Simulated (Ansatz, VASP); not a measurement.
**PtS2: VASP beside Ansatz**

```xyz
3
Lattice="3.5432 0.0000 0.0000 -1.7716 3.0685 0.0000 0.0000 0.0000 5.0388" Properties=species:S:1:pos:R:3 pbc="T T T"
Pt    0.0095   -0.0200    0.0506
S     1.7774    1.0159    3.8884
S    -0.0024    2.0604    1.1809
```

Change from the starting cell: atoms moved at random, drawn with an rms of 0.05 Å.

Alike in both runs: task single point; functional PBEsol; k mesh 9 × 9 × 5; occupations fermi-dirac, width 0.05 eV; no spin polarisation.

|  | VASP | Ansatz |
| --- | --- | --- |
| version | VASP 6.6.1 | Ansatz 0.2.0 |
| potentials or method | VASP PAW PBE potentials, release 64 (Pt, S) | Ansatz PAW |
| plane-wave cutoff (eV) | 520 | 420 |
| valence electrons in the cell | 22 | 30 |

Ansatz gave:

- gap on the k mesh at the Fermi level (eV): 0.82
- least direct gap on the mesh (eV): 0.95
- pressure (GPa): 4.6
- largest component of the traceless stress (GPa): 0.88
- rms of the force components (eV/Å): 0.481

Q: What did VASP give for the same quantities?

A: gap on the k mesh at the Fermi level (eV): 0.83; least direct gap on the mesh (eV): 0.96; pressure (GPa): 4.3; largest component of the traceless stress (GPa): 0.87; rms of the force components (eV/Å): 0.475.

Atom by atom the forces differ by 0.011 eV/Å (rms over components). The two sets of potentials don't hold the same shells in valence.

Caveats: spin-orbit coupling is left out, which moves the levels of the heavy elements; the PAW data sets were made with another functional, which shifts forces and pressure a little (VASP); an odd mesh through Γ misses points on the zone boundary, where band edges often lie (VASP); odd divisions of the mesh miss points on the zone boundary, where band edges often lie, so the gap on the mesh can be too wide (Ansatz); the PAW data sets come from PBE, with cores solved anew for the run's functional, which leaves a small shift of forces and pressure (Ansatz).
